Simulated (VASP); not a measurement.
# ZnO (zincite) (P6_3mc) in VASP: further runs

The runs below take ZnO (zincite) through single point, with PBE.

Program: VASP 6.6.1. These are calculated values, not measurements. Logs are shortened: lines on timing, memory, paths and dates and some standing lists are left out, and cuts for length are marked.

## 1. The structure

Symmetry: P6_3mc, No. 186, hexagonal system. Conventional cell: a = 3.249 Å, b = 3.249 Å, c = 5.206 Å, α = 90.00°, β = 90.00°, γ = 120.00°. Zn (site symmetry 3m) has 4 O at 1.97 to 1.98 Å as nearest neighbours. Around O (site symmetry 3m) lie 4 Zn at 1.97 to 1.98 Å.

## 2. Single point, PBE, spin-orbit coupling, no magnetisation

The input, INCAR:

```
SYSTEM = ZnO
  PREC = Accurate
  ENCUT = 500
  EDIFF = 1E-7
  ISMEAR = 0
  SIGMA = 0.02
  LREAL = .FALSE.
  LASPH = .TRUE.
  NELM = 100
  ALGO = Normal
  ISIF = 2
  LWAVE = .FALSE.
  LCHARG = .FALSE.
  LNONCOLLINEAR = .TRUE.
  MAGMOM = 0 0 0 0 0 0 0 0 0 0 0 0
  LORBIT = 11
  LSORBIT = .TRUE.
  GGA_COMPAT = .FALSE.
  GGA = PE
  NBANDS = 52
```

The input, KPOINTS:

```
Automatic mesh
0
G
  5 5 3
  0 0 0
```

The input, POSCAR:

```
ZnO
1.0
    3.2493080000      0.0000000000      0.0000000000
   -1.6246540000      2.8139832727      0.0000000000
    0.0000000000      0.0000000000      5.2057090000
Zn O
2 2
Direct
    0.6666666667      0.3333333333      0.0000000000
    0.3333333333      0.6666666667      0.5000000000
    0.3333333333      0.6666666667      0.8790100000
    0.6666666667      0.3333333333      0.3790100000
```

Potentials or basis: VASP PAW PBE potentials, release 64 (Zn, O).

Started as:

```sh
> cat potpaw_PBE.64/Zn/POTCAR potpaw_PBE.64/O/POTCAR > POTCAR
> mpirun -np 1 vasp_ncl > vasp.out
```

OUTCAR:

```text
SYSTEM = ZnO
   PREC = Accurate
   ENCUT = 500
   EDIFF = 1E-7
   ISMEAR = 0
   LREAL = .FALSE.
   LASPH = .TRUE.
   NELM = 100
   ISIF = 2
   LNONCOLLINEAR = .TRUE.
   LORBIT = 11
   LSORBIT = .TRUE.
   GGA = PE

 Found     15 irreducible k-points:

 Following reciprocal coordinates:
            Coordinates               Weight
  0.000000  0.000000  0.000000      1.000000
  0.200000 -0.000000  0.000000      6.000000
  0.400000 -0.000000  0.000000      6.000000
  0.200000  0.200000  0.000000      6.000000
  0.400000  0.200000  0.000000      6.000000
  0.000000  0.000000  0.333333      1.000000
   k-points           NKPTS =     15   k-points in BZ     NKDIM =     15   number of bands    NBANDS=     52
   number of dos      NEDOS =    301   number of ions     NIONS =      4
   total plane-waves  NPLWV =  23040
   dimension x,y,z NGX =    24 NGY =   24 NGZ =   40
   dimension x,y,z NGXF=    48 NGYF=   48 NGZF=   80
   ions per type =               2   2
   NGX,Y,Z   is equivalent  to a cutoff of  12.28, 12.28, 12.77 a.u.
   NGXF,Y,Z  is equivalent  to a cutoff of  24.56, 24.56, 25.55 a.u.
 SYSTEM =  ZnO
   PREC   = accura    normal or accurate (medium, high low for compatibility)
   ISTART =      0    job   : 0-new  1-cont  2-samecut
   ICHARG =      2    charge: 1-file 2-atom 10-const
   ISPIN  =      1    spin polarized calculation?
   LNONCOLLINEAR =      T non collinear calculations
   LSORBIT =      T    spin-orbit coupling
   LASPH  =      T    aspherical Exc in radial PAW
   ENCUT  =  500.0 eV  36.75 Ry    6.06 a.u.   5.92  5.92  9.49*2*pi/ulx,y,z
   NELM   =    100;   NELMIN=  2; NELMDL= -5     # of ELM steps
   EDIFF  = 0.1E-06   stopping-criterion for ELM
   LREAL  =      F    real-space projection
   EDIFFG = 0.1E-05   stopping-criterion for IOM
   NSW    =      0    number of steps for IOM
   IBRION =     -1    ionic relax: 0-MD 1-quasi-New 2-CG
   NFREE  =      0    steps in history (QN), initial steepest desc. (CG)
   ISIF   =      2    stress and relaxation
   ISYM   =      2    0-nonsym 1-usesym 2-fastsym
   POTIM  = 0.5000    time-step for ionic-motion
   TEBEG  =    0.0;   TEEND  =   0.0 temperature during run
   PSTRESS=    0.0 pullay stress
   NELECT =      36.0000    total number of electrons
   NUPDOWN=      -1.0000    fix difference up-down
   EMIN   =  10.00;   EMAX   =-10.00  energy-range for DOS
   EFERMI =   0.00;   METHOD = LEGACY
   ISMEAR =     0;   SIGMA  =   0.02  broadening in eV -4-tet -1-fermi 0-gaus
   EFERMI_NEDOS =   21; number of points for ismear=-14 and -15
   IALGO  =     38    algorithm
   IMIX   =      4    mixing-type and parameters
     AMIX     =   0.40;   BMIX     =  1.00
     AMIX_MAG =   1.60;   BMIX_MAG =  1.00
  volume/ion in A,a.u.               =      11.90        80.30
  Fermi-wavevector in a.u.,A,eV,Ry     =   1.491574  2.818667 30.270160  2.224794
  Thomas-Fermi vector in A             =   2.604212
   LORBIT       =     11    0 simple, 1 ext, 2 COOP (PROOUT), +10 PAW based schemes
   GGA     = PE    functional components
   LHFCALC =     F    Hartree Fock is set to
   AEXX    =    0.0000 exact exchange contribution
   IVDW    =     0    specifies the selected vdW correction
   LEPSILON=     F    determine dielectric tensor
   LRPA    =     F    only Hartree local field effects (RPA)
 Gauss-broadening in eV      SIGMA  =   0.02
  energy-cutoff  :      500.00
  volume of cell :       47.60
 maximum number of plane-waves:      2432
   NGX = 11   NGY = 11   NGZ = 19

 number of electron      36.0000017 magnetization       0.0000000      0.0000000      0.0000000

 number of electron      36.0000017 magnetization      -0.0000000      0.0000000     -0.0000000

 number of electron      36.0000017 magnetization       0.0000000     -0.0000000      0.0000000

 Free energy of the ion-electron system (eV)
  ---------------------------------------------------
  ext. energy  EPLUGINS =         0.00000000
  ---------------------------------------------------
  free energy    TOTEN  =       -17.82247057 eV

  energy without entropy =      -17.82247057  energy(sigma->0) =      -17.82247057

 E-fermi :   1.3826     XC(G=0): -10.9097

 val. band max:        1.2257040233   @ k =   0.0000   0.0000   0.0000
 cond. band min:       1.9935155272   @ k =   0.0000   0.0000   0.0000
 fundamental gap:      0.7678115040
 Fermi energy:         1.3825745275

 k-point     1 :       0.0000    0.0000    0.0000
  band No.  band energies     occupation
      1     -16.8819      1.00000
      2     -16.8819      1.00000
      3     -16.1500      1.00000
      4     -16.1500      1.00000
      5      -4.5574      1.00000
      6      -4.5574      1.00000
[... 40 lines left out ...]
     47      15.2422      0.00000
     48      15.2422      0.00000

 k-point     2 :       0.2000   -0.0000    0.0000
  band No.  band energies     occupation
      1     -16.6778      1.00000
      2     -16.6773      1.00000
      3     -16.0688      1.00000
      4     -16.0645      1.00000
      5      -4.7046      1.00000
      6      -4.6989      1.00000
[... 40 lines left out ...]
     47      14.3959      0.00000
     48      14.3986      0.00000

 k-point     3 :       0.4000   -0.0000    0.0000
  band No.  band energies     occupation
      1     -16.2873      1.00000
      2     -16.2857      1.00000
      3     -15.9743      1.00000
      4     -15.9702      1.00000
      5      -4.7955      1.00000
      6      -4.7763      1.00000
[... 40 lines left out ...]
     47      13.5411      0.00000
     48      13.5529      0.00000

 k-point     4 :       0.2000    0.2000    0.0000
  band No.  band energies     occupation
      1     -16.3757      1.00000
      2     -16.3742      1.00000
      3     -15.9835      1.00000
      4     -15.9782      1.00000
      5      -4.6541      1.00000
      6      -4.6456      1.00000
[... 40 lines left out ...]
     47      13.0737      0.00000
     48      13.1443      0.00000

 k-point     5 :       0.4000    0.2000    0.0000
  band No.  band energies     occupation
      1     -16.1255      1.00000
      2     -16.1238      1.00000
      3     -15.9848      1.00000
      4     -15.9824      1.00000
      5      -4.6354      1.00000
      6      -4.5527      1.00000
[... 40 lines left out ...]
     47      12.6782      0.00000
     48      12.7412      0.00000

 k-point     6 :       0.0000    0.0000    0.3333
  band No.  band energies     occupation
      1     -16.7062      1.00000
      2     -16.7062      1.00000
      3     -16.3404      1.00000
      4     -16.3404      1.00000
      5      -4.6983      1.00000
      6      -4.6983      1.00000
[... 40 lines left out ...]
     47      14.1959      0.00000
     48      14.1959      0.00000

 [... further k-points ...]

 [bands above 48 left out]

------------------------ aborting loop because EDIFF is reached ----------------------------------------

  FORCE on cell =-STRESS in cart. coord.  units (eV):
  Direction    XX          YY          ZZ          XY          YZ          ZX
  --------------------------------------------------------------------------------------
  -------------------------------------------------------------------------------------
  Total        1.5866859      1.5866859      2.0886789      0.0000000      0.0000000      0.0000000
  in kB       53.4083640     53.4083640     70.3056110      0.0000000      0.0000000      0.0000000
  external PRESSURE =      59.0407797 kB  Pullay stress =       0.0000000 kB

 VOLUME and BASIS-vectors are now :
 -----------------------------------------------------------------------------
  energy-cutoff  :      500.00
  volume of cell :       47.60
      direct lattice vectors                 reciprocal lattice vectors
     3.249308000  0.000000000  0.000000000     0.307757836  0.177684070  0.000000000
    -1.624654000  2.813983273  0.000000000     0.000000000  0.355368139  0.000000000
     0.000000000  0.000000000  5.205709000     0.000000000  0.000000000  0.192096792

 POSITION                                       TOTAL-FORCE (eV/Angst)
 -----------------------------------------------------------------------------------
      1.62465      0.93799      0.00000        -0.000000      0.000000     -0.073913
     -0.00000      1.87599      2.60285        -0.000000      0.000000     -0.073913
     -0.00000      1.87599      4.57587         0.000000      0.000000      0.073913
      1.62465      0.93799      1.97302        -0.000000      0.000000      0.073913
 -----------------------------------------------------------------------------------
    total drift:                                0.000000     -0.000000     -0.000277

  FREE ENERGIE OF THE ION-ELECTRON SYSTEM (eV)
  ---------------------------------------------------
  free  energy   TOTEN  =       -17.8224705694 eV

  energy  without entropy=      -17.8224705694  energy(sigma->0) =      -17.82247057

 Spin-Orbit-Coupling matrix elements

 Ion:    1  E_soc:     -0.0076883
 l=   1
     0.0000000    -0.0003531    -0.0003554
    -0.0003531     0.0000000    -0.0003531
    -0.0003554    -0.0003531     0.0000000
 l=   2
     0.0000000    -0.0001829     0.0000000    -0.0001829    -0.0007509
    -0.0001829     0.0000000    -0.0005610    -0.0001781    -0.0001829
     0.0000000    -0.0005610     0.0000000    -0.0005610     0.0000000
    -0.0001829    -0.0001781    -0.0005610     0.0000000    -0.0001829
    -0.0007509    -0.0001829     0.0000000    -0.0001829     0.0000000
 l=   3
     0.0000000     0.0000000     0.0000000     0.0000000     0.0000000     0.0000000     0.0000000
     0.0000000     0.0000000     0.0000000     0.0000000     0.0000000     0.0000000     0.0000000
     0.0000000     0.0000000     0.0000000     0.0000000     0.0000000     0.0000000     0.0000000
     0.0000000     0.0000000     0.0000000     0.0000000     0.0000000     0.0000000     0.0000000
     0.0000000     0.0000000     0.0000000     0.0000000     0.0000000     0.0000000     0.0000000
     0.0000000     0.0000000     0.0000000     0.0000000     0.0000000     0.0000000     0.0000000
     0.0000000     0.0000000     0.0000000     0.0000000     0.0000000     0.0000000     0.0000000

 Ion:    2  E_soc:     -0.0076883
 l=   1
     0.0000000    -0.0003531    -0.0003554
    -0.0003531     0.0000000    -0.0003531
    -0.0003554    -0.0003531     0.0000000
 l=   2
     0.0000000    -0.0001829     0.0000000    -0.0001829    -0.0007509
    -0.0001829     0.0000000    -0.0005610    -0.0001781    -0.0001829
     0.0000000    -0.0005610     0.0000000    -0.0005610     0.0000000
    -0.0001829    -0.0001781    -0.0005610     0.0000000    -0.0001829
    -0.0007509    -0.0001829     0.0000000    -0.0001829     0.0000000
 l=   3
     0.0000000     0.0000000     0.0000000     0.0000000     0.0000000     0.0000000     0.0000000
     0.0000000     0.0000000     0.0000000     0.0000000     0.0000000     0.0000000     0.0000000
     0.0000000     0.0000000     0.0000000     0.0000000     0.0000000     0.0000000     0.0000000
     0.0000000     0.0000000     0.0000000     0.0000000     0.0000000     0.0000000     0.0000000
     0.0000000     0.0000000     0.0000000     0.0000000     0.0000000     0.0000000     0.0000000
     0.0000000     0.0000000     0.0000000     0.0000000     0.0000000     0.0000000     0.0000000
     0.0000000     0.0000000     0.0000000     0.0000000     0.0000000     0.0000000     0.0000000

 Ion:    3  E_soc:     -0.0002415
 l=   1
     0.0000000    -0.0000400    -0.0000407
    -0.0000400     0.0000000    -0.0000400
    -0.0000407    -0.0000400     0.0000000
 l=   2
     0.0000000     0.0000000     0.0000000     0.0000000     0.0000000
     0.0000000     0.0000000     0.0000000     0.0000000     0.0000000
     0.0000000     0.0000000     0.0000000     0.0000000     0.0000000
     0.0000000     0.0000000     0.0000000     0.0000000     0.0000000
     0.0000000     0.0000000     0.0000000     0.0000000     0.0000000
 l=   3
     0.0000000     0.0000000     0.0000000     0.0000000     0.0000000     0.0000000     0.0000000
     0.0000000     0.0000000     0.0000000     0.0000000     0.0000000     0.0000000     0.0000000
     0.0000000     0.0000000     0.0000000     0.0000000     0.0000000     0.0000000     0.0000000
     0.0000000     0.0000000     0.0000000     0.0000000     0.0000000     0.0000000     0.0000000
     0.0000000     0.0000000     0.0000000     0.0000000     0.0000000     0.0000000     0.0000000
     0.0000000     0.0000000     0.0000000     0.0000000     0.0000000     0.0000000     0.0000000
     0.0000000     0.0000000     0.0000000     0.0000000     0.0000000     0.0000000     0.0000000

 Ion:    4  E_soc:     -0.0002415
 l=   1
     0.0000000    -0.0000400    -0.0000407
    -0.0000400     0.0000000    -0.0000400
    -0.0000407    -0.0000400     0.0000000
 l=   2
     0.0000000     0.0000000     0.0000000     0.0000000     0.0000000
     0.0000000     0.0000000     0.0000000     0.0000000     0.0000000
     0.0000000     0.0000000     0.0000000     0.0000000     0.0000000
     0.0000000     0.0000000     0.0000000     0.0000000     0.0000000
     0.0000000     0.0000000     0.0000000     0.0000000     0.0000000
 l=   3
     0.0000000     0.0000000     0.0000000     0.0000000     0.0000000     0.0000000     0.0000000
     0.0000000     0.0000000     0.0000000     0.0000000     0.0000000     0.0000000     0.0000000
     0.0000000     0.0000000     0.0000000     0.0000000     0.0000000     0.0000000     0.0000000
     0.0000000     0.0000000     0.0000000     0.0000000     0.0000000     0.0000000     0.0000000
     0.0000000     0.0000000     0.0000000     0.0000000     0.0000000     0.0000000     0.0000000
     0.0000000     0.0000000     0.0000000     0.0000000     0.0000000     0.0000000     0.0000000
     0.0000000     0.0000000     0.0000000     0.0000000     0.0000000     0.0000000     0.0000000

 total charge

# of ion       s       p       d       tot
------------------------------------------
    1        0.457   0.489   9.905  10.850
    2        0.457   0.489   9.905  10.850
    3        1.551   3.461   0.000   5.011
    4        1.551   3.461   0.000   5.011
--------------------------------------------------
tot          4.015   7.898  19.809  31.722

 magnetization (x)

# of ion       s       p       d       tot
------------------------------------------
    1       -0.000   0.000   0.000   0.000
    2        0.000  -0.000  -0.000  -0.000
    3       -0.000  -0.000   0.000  -0.000
    4        0.000   0.000   0.000   0.000
--------------------------------------------------
tot          0.000  -0.000   0.000  -0.000

 magnetization (y)

# of ion       s       p       d       tot
------------------------------------------
    1        0.000   0.000  -0.000  -0.000
    2       -0.000   0.000   0.000  -0.000
    3        0.000   0.000   0.000   0.000
    4        0.000   0.000   0.000   0.000
--------------------------------------------------
tot         -0.000   0.000  -0.000  -0.000

 magnetization (z)

# of ion       s       p       d       tot
------------------------------------------
    1       -0.000  -0.000   0.000  -0.000
    2        0.000   0.000   0.000   0.000
    3       -0.000   0.000   0.000  -0.000
    4        0.000   0.000   0.000   0.000
--------------------------------------------------
tot          0.000   0.000   0.000   0.000
```

It took 2 min on 1 thread of AMD EPYC 7R43 (Zen 3), shared host; peak memory 0.23 GiB.

The run converged, but some of its settings lie outside the range that counts as converged, so its numbers aren't taken as properties of the crystal.

Results:

```yaml
Free_energy: -17.8225 eV
Pressure: 5.9 GPa
Largest_force: 0.074 eV/Å
Valence_electrons_inside_the_program's_atomic_spheres: Zn 10.85; O 5.01
```

Caveat: the k mesh is coarse (spacing up to 0.45 Å⁻¹), so the values aren't converged.

## 3. Single point, PBE, spin-orbit coupling, no magnetisation

INCAR, as its differences from that of step 2:

```diff
@@ -2,3 +2,3 @@
   PREC = Accurate
-  ENCUT = 500
+  ENCUT = 300
   EDIFF = 1E-7
```

The input, KPOINTS:

```
Automatic mesh
0
G
  7 7 4
  0 0 0
```

POSCAR is that of step 2.

Potentials or basis: VASP PAW PBE potentials, release 64 (Zn, O).

Started as:

```sh
> cat potpaw_PBE.64/Zn/POTCAR potpaw_PBE.64/O/POTCAR > POTCAR
> mpirun -np 1 vasp_ncl > vasp.out
```

Wall time 2.2 min (1 thread of AMD EPYC 7R43 (Zen 3), shared host); peak memory 0.16 GiB.

The run converged, but a check on its numbers failed (symmetry, net force, bounds or a known fault of this set-up), so they aren't taken as properties of the crystal.

Caveat: the cutoff lies under the usual one of these potentials, so the numbers hold a large basis-set error.

## 4. Single point, PBE, spin-orbit coupling, no magnetisation

INCAR, as its differences from that of step 3:

```diff
@@ -2,3 +2,3 @@
   PREC = Accurate
-  ENCUT = 300
+  ENCUT = 500
   EDIFF = 1E-7
```

The input, KPOINTS:

```
Automatic mesh
0
G
  6 6 3
  0 0 0
```

POSCAR is that of step 3.

Started as:

```sh
> cat potpaw_PBE.64/Zn/POTCAR potpaw_PBE.64/O/POTCAR > POTCAR
> mpirun -np 1 vasp_ncl > vasp.out
```

Wall time 3.5 min (1 thread of AMD EPYC 7R43 (Zen 3), shared host); peak memory 0.25 GiB.

These settings aren't checked as converged: the numbers below hold their error.

Results:

* Free energy: -17.8266 eV
* Pressure: 5.9 GPa
* Largest force: 0.075 eV/Å
* Valence electrons inside the program's atomic spheres: Zn 10.85; O 5.01

Caveat: the k mesh is coarse (spacing up to 0.40 Å⁻¹), so the values aren't converged.

## 5. Single point, PBE, spin-orbit coupling, no magnetisation

INCAR, as its differences from that of step 4:

```diff
@@ -2,3 +2,3 @@
   PREC = Accurate
-  ENCUT = 500
+  ENCUT = 400
   EDIFF = 1E-7
```

The input, KPOINTS:

```
Automatic mesh
0
G
  7 7 4
  0 0 0
```

POSCAR is that of step 4.

Started as:

```sh
> cat potpaw_PBE.64/Zn/POTCAR potpaw_PBE.64/O/POTCAR > POTCAR
> mpirun -np 1 vasp_ncl > vasp.out
```

Run time: 5.1 min. Hardware: 1 thread of AMD EPYC 7R43 (Zen 3), shared host; peak memory 0.24 GiB.

The run converged, but some of its settings lie outside the range that counts as converged, so its numbers aren't taken as properties of the crystal.

What came out:

```yaml
Free_energy: -17.8623 eV
Largest_force: 0.075 eV/Å
Valence_electrons_inside_the_program's_atomic_spheres: Zn 10.85; O 5.05
```

Caveat: the cutoff is under 1.25 times the usual one of these potentials, so pressure, stress and relaxed cells hold a basis-set (Pulay) error.

## 6. Single point, PBE, spin-orbit coupling, no magnetisation

INCAR, as its differences from that of step 5:

```diff
@@ -2,3 +2,3 @@
   PREC = Accurate
-  ENCUT = 400
+  ENCUT = 500
   EDIFF = 1E-7
```

KPOINTS is that of step 5.

POSCAR is that of step 5.

Potentials or basis: VASP PAW PBE potentials, release 64 (Zn, O).

Started as:

```sh
> cat potpaw_PBE.64/Zn/POTCAR potpaw_PBE.64/O/POTCAR > POTCAR
> mpirun -np 1 vasp_ncl > vasp.out
```

It took 5.3 min on 1 thread of AMD EPYC 7R43 (Zen 3), shared host; peak memory 0.27 GiB.

These settings aren't checked as converged: the numbers below hold their error.

Results:

```yaml
Free_energy: -17.8290 eV
Pressure: 5.9 GPa
Largest_force: 0.074 eV/Å
Valence_electrons_inside_the_program's_atomic_spheres: Zn 10.85; O 5.01
```

## 7. For comparison

An earlier run on the cell as given: functional PBE; potentials or basis VASP PAW PBE potentials, release 64 (Zn, O); cutoff 520 eV; k mesh 9 × 9 × 5; occupations fermi-dirac, width 0.05 eV; no spin polarisation.

* Pressure: 6.0 GPa
* Largest force: 0.074 eV/Å
* Band gap on the k mesh: 0.79 eV, direct
